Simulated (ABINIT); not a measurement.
# Ir (Fm-3m) in ABINIT: notebook

Aim: see how the results for Ir move with the level of theory and the settings. Levels: SOGGA, PBE. Tasks: band structure, equation of state.

Everything below comes from runs of ABINIT 10.8.3 (patched build). Logs are shortened: lines on timing, memory, paths and dates and some standing lists are left out, and cuts for length are marked. The log counts tension as positive stress, the text compression.

### Step 1. Starting point

The structure is cubic, space group Fm-3m (No. 225). The conventional cell has a = 3.831 Å, b = 3.831 Å, c = 3.831 Å, α = 90.00°, β = 90.00°, γ = 90.00°. Ir (site symmetry m-3m) has 12 Ir at 2.71 Å as nearest neighbours.

### Step 2. Band structure, SOGGA, spin-orbit coupling, no magnetisation

Contents of run.abi:

```
# Datasets: ground state, then fixed potential
ndtset 2

# Pseudopotentials
pp_dirpath "./"
pseudos "Ir.GGA_PBE-JTH.xml"

# Structure
acell 3*1.0
rprim
     0.0000000000     3.6199593643     3.6199593643
     3.6199593643     0.0000000000     3.6199593643
     3.6199593643     3.6199593643     0.0000000000
ntypat 1
znucl 77
natom 1
typat 1
xcart
     0.0000000000     0.0000000000     0.0000000000

# Plane-wave basis
ecut 16.0
pawecutdg 32.0

# Exchange and correlation
ixc -150130

# Bands and occupations
occopt 3
tsmear 0.00183747

# Spin
nspinor 2
nspden 1
pawspnorb 1

# SCF cycle
nstep 100

# Output
iomode 3
prtwf 0
prteig 0
prtebands 0
prtden1 1

# Dataset 1
kptopt1 4
ngkpt1 12 12 12
nshiftk1 1
shiftk1 0.0 0.0 0.0
nband1 24
tolvrs1 1.0e-9

# Dataset 2: bands along G-X-W-K-G-L-U-W-L-K
iscf2 -2
getden2 1
nband2 36
nbdbuf2 8
tolwfr2 1.0e-11
kptopt2 -9
ndivsm2 6
prteig2 1
prtvol2 -3
kptbounds2
     0.0000000000     0.0000000000     0.0000000000
     0.5000000000     0.0000000000     0.5000000000
     0.5000000000     0.2500000000     0.7500000000
     0.3750000000     0.3750000000     0.7500000000
     0.0000000000     0.0000000000     0.0000000000
     0.5000000000     0.5000000000     0.5000000000
     0.6250000000     0.2500000000     0.6250000000
     0.5000000000     0.2500000000     0.7500000000
     0.5000000000     0.5000000000     0.5000000000
     0.3750000000     0.3750000000     0.7500000000
```

Potentials or basis: JTH PAW PBE v2.0.

Run with:

```bash
> abinit run.abi > log 2>&1
```

run.abo:

```text
.Version 10.8.3 of ABINIT
 DATASET    1 : space group F4 3 2 (#209); Bravais cF (face-center cubic)
================================================================================
 Values of the parameters that define the memory need for DATASET  1.
     intxc =       0    ionmov =       0      iscf =      17    lmnmax =      18
     lnmax =       6     mgfft =      20  mpssoang =       3    mqgrid =    3001
     natom =       1  nloc_mem =       2    nspden =       1   nspinor =       2
    nsppol =       1      nsym =      24    n1xccc =       1    ntypat =       1
    occopt =       3   xclevel =       2
       mpw =         303          nfft =        8000          nkpt =          88
 PAW method is used; the additional fine FFT grid is defined by:
   mgfftf=        30    nfftf =     27000
================================================================================
================================================================================

 DATASET    2 : space group F4 3 2 (#209); Bravais cF (face-center cubic)
================================================================================
 Values of the parameters that define the memory need for DATASET  2.
     intxc =       0    ionmov =       0      iscf =      -2    lmnmax =      18
     lnmax =       6     mgfft =      20  mpssoang =       3    mqgrid =    3001
     natom =       1  nloc_mem =       2    nspden =       1   nspinor =       2
    nsppol =       1      nsym =      24    n1xccc =       1    ntypat =       1
    occopt =       3   xclevel =       2
       mpw =         303          nfft =        8000          nkpt =         103
 PAW method is used; the additional fine FFT grid is defined by:
   mgfftf=        30    nfftf =     27000
================================================================================
================================================================================

--------------------------------------------------------------------------------
------------- Echo of variables that govern the present computation ------------
--------------------------------------------------------------------------------
 -outvars: echo values of preprocessed input variables --------
            acell      1.0000000000E+00  1.0000000000E+00  1.0000000000E+00 Bohr
              amu      1.92220000E+02
             ecut      1.60000000E+01 Hartree
           getden1          0
           getden2          1
             iscf1         17
             iscf2         -2
              ixc     -150130
           jdtset        1    2
           kptopt1          4
           kptopt2         -9
         kptrlatt       12    0    0      0   12    0      0    0   12
          kptrlen1     6.14327475E+01
          kptrlen2     3.00000000E+01
            natom           1
            nband1         24
            nband2         36
           nbdbuf1          0
           nbdbuf2          8
           ndtset           2
           ndivsm1          0
           ndivsm2          6
            ngfft          20      20      20
          ngfftdg          30      30      30
             nkpt1         88
             nkpt2        103
          nspinor           2
            nstep         100
             nsym          24
           ntypat           1
           occopt           3
        pawcpxocc           2
        pawecutdg      3.20000000E+01 Hartree
        pawspnorb           1
         pawxcdev           0
        prtebands           0
           prteig1          0
           prteig2          1
           prtvol1          0
           prtvol2         -3
            prtwf           0
            rprim      0.0000000000E+00  3.6199593643E+00  3.6199593643E+00
                       3.6199593643E+00  0.0000000000E+00  3.6199593643E+00
                       3.6199593643E+00  3.6199593643E+00  0.0000000000E+00
           shiftk1     0.00000000E+00  0.00000000E+00  0.00000000E+00
           shiftk2     5.00000000E-01  5.00000000E-01  5.00000000E-01
          spgroup         209
           tolvrs1     1.00000000E-09
           tolvrs2     0.00000000E+00
           tolwfr1     0.00000000E+00
           tolwfr2     1.00000000E-11
           tsmear      1.83747000E-03 Hartree
            typat      1
           useylm           1
            znucl       77.00000

[... 199 lines left out ...]
dimensions: {natom: 1, nkpt: 103, mband: 36, nsppol: 1, nspinor: 2, nspden: 1, mpw: 303, }
cutoff_energies: {ecut:  16.0, pawecutdg:  32.0, }
electrons: {nelect:   1.50000000E+01, charge:   0.00000000E+00, occopt:   3.00000000E+00, tsmear:   1.83747000E-03, }
meta: {optdriver: 0, ionmov: 0, optcell: 0, iscf: -2, paral_kgb: 0, }
...

 mkfilename : getden/=0, take file _DEN from output of DATASET   1.

 Real(R)+Recip(G) space primitive vectors, cartesian coordinates (Bohr,Bohr^-1):
 R(1)=  0.0000000  3.6199594  3.6199594  G(1)= -0.1381231  0.1381231  0.1381231
 R(2)=  3.6199594  0.0000000  3.6199594  G(2)=  0.1381231 -0.1381231  0.1381231
 R(3)=  3.6199594  3.6199594  0.0000000  G(3)=  0.1381231  0.1381231 -0.1381231
 Unit cell volume ucvol=  9.4872661E+01 bohr^3
 Angles (23,13,12)=  6.00000000E+01  6.00000000E+01  6.00000000E+01 degrees

 Coarse grid specifications (used for wave-functions):

 getcut: wavevector=  0.0000  0.0000  0.0000  ngfft=  20  20  20
         ecut(hartree)=     16.000   => boxcut(ratio)=   2.16963

 Fine grid specifications (used for densities):

 getcut: wavevector=  0.0000  0.0000  0.0000  ngfft=  30  30  30
         ecut(hartree)=     32.000   => boxcut(ratio)=   2.30380

 getcut : COMMENT -
  Note that boxcut > 2.2 ; recall that boxcut=Gcut(box)/Gcut(sphere) = 2
  is sufficient for exact treatment of convolution.
  Such a large boxcut is a waste : you could raise ecut
  e.g. ecut=   42.459894 Hartrees makes boxcut=2

--------------------------------------------------------------------------------

================================================================================
 Non-SCF case, kpt    1 (  0.00000  0.00000  0.00000), residuals and eigenvalues=
  6.21E-12  6.83E-12  3.46E-12  9.80E-12  7.96E-12  5.86E-12  3.41E-12  6.24E-12
  2.28E-12  3.19E-12  7.64E-12  7.64E-12  4.68E-12  3.69E-12  2.33E-12  3.12E-12
  1.90E-12  8.08E-12  3.80E-12  8.69E-12  1.27E-12  2.75E-12  2.79E-12  3.76E-12
  5.35E-12  5.97E-12  2.61E-12  9.99E-12  1.72E-12  6.01E-12  3.43E-10  8.12E-10
  1.95E-04  1.07E-03  9.99E-06  3.40E-04
 -1.5629E+00 -1.5629E+00 -1.1105E+00 -1.1105E+00 -1.1105E+00 -1.1105E+00
  1.4331E-01  1.4331E-01  4.0374E-01  4.0374E-01  4.0374E-01  4.0374E-01
  4.3385E-01  4.3385E-01  5.2261E-01  5.2261E-01  5.2261E-01  5.2261E-01
  6.6797E-01  6.6797E-01  1.0598E+00  1.0598E+00  1.2510E+00  1.2510E+00
  1.2727E+00  1.2727E+00  1.2727E+00  1.2727E+00  1.4607E+00  1.4607E+00
  1.7962E+00  1.7962E+00  1.7971E+00  1.7982E+00  1.8117E+00  1.8129E+00
 Non-SCF case, kpt    2 (  0.02941  0.00000  0.02941), residuals and eigenvalues=
[... 1209 lines left out ...]
  1.1572E+00  1.1572E+00  1.3046E+00  1.3046E+00  1.5796E+00  1.5796E+00
  1.5917E+00  1.5917E+00  1.6183E+00  1.6183E+00  1.9528E+00  1.9558E+00
 Non-SCF case, kpt  103 (  0.37500  0.37500  0.75000), residuals and eigenvalues=
  3.62E-12  8.68E-12  5.73E-12  2.76E-12  5.16E-12  6.01E-12  1.52E-12  3.49E-12
  2.80E-12  5.74E-12  8.90E-13  3.13E-12  8.32E-13  2.19E-12  1.94E-12  8.12E-12
  6.94E-12  6.08E-12  1.24E-12  4.80E-12  1.56E-12  2.41E-12  9.97E-13  1.77E-12
  1.35E-12  2.91E-12  4.73E-12  5.66E-12  9.65E-12  9.81E-11  1.27E-11  4.98E-11
  6.86E-11  1.25E-10  2.59E-04  1.02E-03
 -1.5716E+00 -1.5716E+00 -1.1382E+00 -1.1382E+00 -1.1269E+00 -1.1269E+00
  2.9982E-01  2.9982E-01  3.3587E-01  3.3587E-01  4.4865E-01  4.4865E-01
  5.2877E-01  5.2877E-01  5.8769E-01  5.8769E-01  6.6397E-01  6.6397E-01
  7.8886E-01  7.8886E-01  8.4541E-01  8.4541E-01  9.8385E-01  9.8385E-01
  1.1324E+00  1.1324E+00  1.3251E+00  1.3251E+00  1.5808E+00  1.5808E+00
  1.5840E+00  1.5840E+00  1.6181E+00  1.6181E+00  1.9555E+00  1.9629E+00

--- !ResultsGS
iteration_state: {dtset: 2, }
comment   : Summary of ground state results
lattice_vectors:
- [  0.0000000,   3.6199594,   3.6199594, ]
- [  3.6199594,   0.0000000,   3.6199594, ]
- [  3.6199594,   3.6199594,   0.0000000, ]
lattice_lengths: [   5.11940,    5.11940,    5.11940, ]
lattice_angles: [ 60.000,  60.000,  60.000, ] # degrees, (23, 13, 12)
lattice_volume:   9.4872661E+01
convergence: {deltae:  0.000E+00, res2:  0.000E+00, residm:  9.986E-12, diffor:  0.000E+00, }
etotal    :  -7.71217505E+01
entropy   :   0.00000000E+00
fermie    :   5.66894496E-01
cartesian_stress_tensor: null
pressure_GPa: null
xred      :
- [  0.0000E+00,   0.0000E+00,   0.0000E+00, Ir]
cartesian_forces: null
force_length_stats: {min: null, max: null, mean: null, }
...

 Integrated electronic density in atomic spheres:
 ------------------------------------------------
 Atom  Sphere_radius  Integrated_density
    1        2.51066         13.61492702

================================================================================

 ----iterations are completed or convergence reached----

 Mean square residual over all n,k,spin=   47.249E-13; max=  99.861E-13
 reduced coordinates (array xred) for    1 atoms
       0.000000000000      0.000000000000      0.000000000000

 cartesian coordinates (angstrom) at end:
    1      0.00000000000000     0.00000000000000     0.00000000000000
 length scales=  1.000000000000  1.000000000000  1.000000000000 bohr
              =  0.529177210544  0.529177210544  0.529177210544 angstroms
 Eigenvalues (hartree) for nkpt= 103  k points:
 kpt#   1, nband= 36, wtk=  1.00000, kpt=  0.0000  0.0000  0.0000 (reduced coord)
  -1.56291   -1.56291   -1.11045   -1.11045   -1.11045   -1.11045    0.14331    0.14331
   0.40374    0.40374    0.40374    0.40374    0.43385    0.43385    0.52261    0.52261
   0.52261    0.52261    0.66797    0.66797    1.05985    1.05985    1.25099    1.25099
   1.27272    1.27272    1.27272    1.27272    1.46074    1.46074    1.79619    1.79619
   1.79708    1.79820    1.81171    1.81292
 kpt#   2, nband= 36, wtk=  1.00000, kpt=  0.0294  0.0000  0.0294 (reduced coord)
  -1.56299   -1.56299   -1.11073   -1.11073   -1.11058   -1.11058    0.14526    0.14526
   0.40312    0.40312    0.40467    0.40467    0.43411    0.43411    0.52094    0.52094
   0.52312    0.52312    0.66763    0.66763    1.06329    1.06329    1.24941    1.24941
   1.26897    1.26897    1.27393    1.27393    1.47337    1.47337    1.75286    1.75287
   1.78815    1.78861    1.81391    1.82253
 kpt#   3, nband= 36, wtk=  1.00000, kpt=  0.0588  0.0000  0.0588 (reduced coord)
  -1.56322   -1.56322   -1.11156   -1.11156   -1.11096   -1.11096    0.15105    0.15105
   0.40081    0.40081    0.40742    0.40742    0.43544    0.43544    0.51610    0.51610
   0.52466    0.52466    0.66689    0.66689    1.07344    1.07344    1.24139    1.24139
   1.26486    1.26486    1.27739    1.27739    1.50696    1.50696    1.70035    1.70035
[... 587 lines left out ...]
   1.18277    1.18277    1.27714    1.27714    1.57696    1.57696    1.58281    1.58281
   1.65192    1.65192    1.92737    1.92802
 kpt# 102, nband= 36, wtk=  1.00000, kpt=  0.3875  0.3875  0.7250 (reduced coord)
  -1.57151   -1.57151   -1.13801   -1.13801   -1.12657   -1.12657    0.30542    0.30542
   0.34457    0.34457    0.43563    0.43563    0.51764    0.51764    0.58309    0.58309
   0.66397    0.66397    0.77851    0.77851    0.85434    0.85434    0.99137    0.99137
   1.15717    1.15717    1.30457    1.30457    1.57959    1.57959    1.59165    1.59165
   1.61831    1.61831    1.95275    1.95577
 kpt# 103, nband= 36, wtk=  1.00000, kpt=  0.3750  0.3750  0.7500 (reduced coord)
  -1.57162   -1.57162   -1.13824   -1.13824   -1.12686   -1.12686    0.29982    0.29982
   0.33587    0.33587    0.44865    0.44865    0.52877    0.52877    0.58769    0.58769
   0.66397    0.66397    0.78886    0.78886    0.84541    0.84541    0.98385    0.98385
   1.13241    1.13241    1.32511    1.32511    1.58080    1.58080    1.58401    1.58401
   1.61815    1.61815    1.95548    1.96286

== END DATASET(S) ==============================================================
================================================================================

 -outvars: echo values of variables after computation  --------
            acell      1.0000000000E+00  1.0000000000E+00  1.0000000000E+00 Bohr
           etotal1    -7.7121750536E+01
            fcart1    -0.0000000000E+00 -0.0000000000E+00 -0.0000000000E+00
            rprim      0.0000000000E+00  3.6199593643E+00  3.6199593643E+00
                       3.6199593643E+00  0.0000000000E+00  3.6199593643E+00
                       3.6199593643E+00  3.6199593643E+00  0.0000000000E+00
           strten1     6.2656429975E-05  6.2656429975E-05  6.2656429975E-05
                       0.0000000000E+00  0.0000000000E+00  0.0000000000E+00
 Calculation completed.
```

Run time: 95 s. Hardware: 1 thread of Intel Xeon Platinum 8488C (Sapphire Rapids), shared host; peak memory 0.12 GiB.

Results:

```
Free energy                                           : -2098.5897 eV
Pressure                                              : -1.8 GPa
Band gap on the k mesh                                : none (metal or under the smearing width)
Valence electrons inside the program's atomic spheres : Ir 13.61 (radii [1.3286] Å)
```

Levels at the corners of the path, in eV from the Fermi level:
| point | band 12 | band 13 | band 14 | band 15 | band 16 | band 17 |
| --- | --- | --- | --- | --- | --- | --- |
| Γ | -4.44 | -3.62 | -3.62 | -1.21 | -1.21 | -1.21 |
| X | 0.60 | 1.03 | 1.03 | 1.24 | 1.24 | 1.92 |
| W | -5.18 | -1.93 | -1.93 | 1.40 | 1.40 | 2.68 |
| K | -3.22 | -1.04 | -1.04 | 0.57 | 0.57 | 2.64 |
| Γ | -4.44 | -3.62 | -3.62 | -1.21 | -1.21 | -1.21 |
| L | -3.80 | -1.11 | -1.11 | 0.52 | 0.52 | 1.11 |
| U | -3.22 | -1.04 | -1.04 | 0.57 | 0.57 | 2.64 |
| W | -5.18 | -1.93 | -1.93 | 1.40 | 1.40 | 2.68 |
| L | -3.80 | -1.11 | -1.11 | 0.52 | 0.52 | 1.11 |
| K | -3.22 | -1.04 | -1.04 | 0.57 | 0.57 | 2.64 |

Caveat: the PAW data sets were made with another functional, which shifts forces and pressure a little.

### Step 3. Equation of state, PBE

Contents of run.abi:

```
# Datasets: one volume each
ndtset 7
getwfk -1
scalecart1 3*0.9795861087
scalecart2 3*0.9864848297
scalecart3 3*0.9932883884
scalecart4 3*1.0000000000
scalecart5 3*1.0066227096
scalecart6 3*1.0131594038
scalecart7 3*1.0196128224

# Pseudopotentials
pp_dirpath "./"
pseudos "Ir.upf"

# Structure
acell 3*1.0 Angstrom
rprim
     0.0000000000     1.9156000000     1.9156000000
     1.9156000000     0.0000000000     1.9156000000
     1.9156000000     1.9156000000     0.0000000000
ntypat 1
znucl 77
natom 1
typat 1
xred
     0.0000000000     0.0000000000     0.0000000000

# Plane-wave basis
ecut 34.0

# k points
kptopt 1
ngkpt 12 12 12
nshiftk 1
shiftk 0.0 0.0 0.0

# Exchange and correlation
ixc 11

# Bands and occupations
nband 13
occopt 3
tsmear 0.00183747

# SCF cycle
nstep 100
tolvrs 1.0e-10

# Output
iomode 3
prtwf 1
prtden 0
prteig 0
prtebands 0
```

Potentials or basis: PseudoDojo NC SR PBE v0.5 standard.

Run with:

```bash
> abinit run.abi > log 2>&1
```

It took 2.9 min on 1 thread of Intel Xeon Platinum 8488C (Sapphire Rapids), shared host; peak memory 0.12 GiB.

Results (log left out):

* Equilibrium volume: 14.45 Å³/atom
* Bulk modulus: 351 GPa
* Pressure derivative of the bulk modulus: 5.0

Energy against volume, from the lowest point:
```tsv
volume (Å³/atom)	energy (meV/atom)
13.215	138.07
13.496	78.64
13.778	37.11
14.059	11.48
14.340	0.00
14.621	1.09
14.902	13.34
```

Caveat: pressures at fixed basis lie under the slope of the energies.
